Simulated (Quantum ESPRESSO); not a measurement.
Na:

```
CELL_PARAMETERS angstrom
-2.14100 2.14100 2.14100
2.14100 -2.14100 2.14100
2.14100 2.14100 -2.14100
ATOMIC_POSITIONS crystal
Na 0.00000 0.00000 0.00000
```

| Property | Result |
| --- | --- |
| Program | Quantum ESPRESSO 7.5 |
| Task | single point |
| Functional | PBEsol |
| Potentials or basis | GBRV 1.5 PBEsol |
| Cutoff | 612 eV |
| Density cutoff | 4898 eV |
| k mesh | 9 × 9 × 9 |
| Occupations | fermi-dirac, width 0.05 eV |
| Spin | no spin polarisation |

On this cell: pressure -0.6 GPa; band gap on the k mesh none (metal or under the smearing width).

The same run follows on a disturbed copy (cell strained at random at fixed volume):

```
Na
1.0
    -2.05761    2.14356    2.19933
     2.10814   -2.08308    2.18937
     2.09200    2.11746   -2.13885
Na
1
Direct
  0.99870 0.99979 0.99469
```

Problem. What changes?

Solution. The energy (extrapolated to zero smearing) moves by +1.8 meV/atom; pressure -0.6 GPa; band gap on the k mesh none (metal or under the smearing width).

Stress tensor (GPa, compression positive):
```
-0.54 -0.09 -0.15
-0.09 -0.51 -0.20
-0.15 -0.20 -0.65
```
